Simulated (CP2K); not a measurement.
The system is Ga.

```
CELL_PARAMETERS angstrom
4.31587 0.00000 0.00000
-3.34156 2.73143 0.00000
0.00000 0.00000 3.17000
ATOMIC_POSITIONS crystal
Ga 0.13300 0.86700 0.75000
Ga 0.86700 0.13300 0.25000
```

This isn't the form of Ga at room conditions, which is orthorhombic.

- Program: CP2K 2026.2
- Task: relaxation of cell and atoms
- Functional: LDA
- Potentials or basis: GTH_POTENTIALS Ga GTH-PADE-q13; TZVP-MOLOPT-PBE-GTH basis
- Density cutoff: 6123 eV
- k mesh: 7 × 7 × 7
- Occupations: fermi-dirac, width 0.0259 eV
- Spin: no spin polarisation

At the start: pressure -3.2 GPa; volume 18.68 Å³/atom.

Q: Where does the relaxation end?

A: Over 29 steps the energy falls by 41.8 meV/atom and the volume is 17.55 Å³/atom (-6.1 %); space group P2_1/m (No. 11, to 0.05 Å).

Step by step:
```
step  energy change (eV)  largest force (eV/Å)  volume (Å³)
   1              0.0000                0.1362        37.37
   2             -0.0024                0.1211        37.28
   3             -0.0262                0.2123        35.40
   4             -0.0272                0.1789        35.44
   5             -0.0322                0.0399        35.27
   6             -0.0354                0.0349        34.85
   7             -0.0358                0.0517        34.60
   8             -0.0361                0.0299        34.64
   9             -0.0376                0.0187        34.73
  10             -0.0383                0.0432        34.85
  11             -0.0389                0.0393        34.98
  12             -0.0391                0.0188        35.03
  13             -0.0391                0.0114        35.02
  14             -0.0391                0.0111        35.02
  15             -0.0391                0.0113        35.01
  16             -0.0391                0.0126        35.00
  17             -0.0392                0.0168        34.97
  18             -0.0393                0.0323        34.89
  19              0.5543                1.8012        36.56
  20              0.0685                0.9452        33.85
  21              0.0335                0.3288        31.25
  22             -0.0582                0.0919        34.02
  23             -0.0735                0.0347        34.67
  24             -0.0800                0.0977        35.11
  25             -0.0822                0.0955        35.15
  26             -0.0830                0.0585        35.15
  27             -0.0836                0.0065        35.11
  28             -0.0836                0.0042        35.09
  29             -0.0836                0.0042        35.09
```

Final structure:
```
Ga
1.0
     4.96093    0.00000    0.00000
    -4.34328    2.49218    0.00000
     0.00000    0.00000    2.83835
Ga
2
Direct
  0.12867 0.87133 0.75000
  0.87133 0.12867 0.25000
```

Caveat: the basis of atomic orbitals isn't converged, which shifts pressures, moduli and gaps.
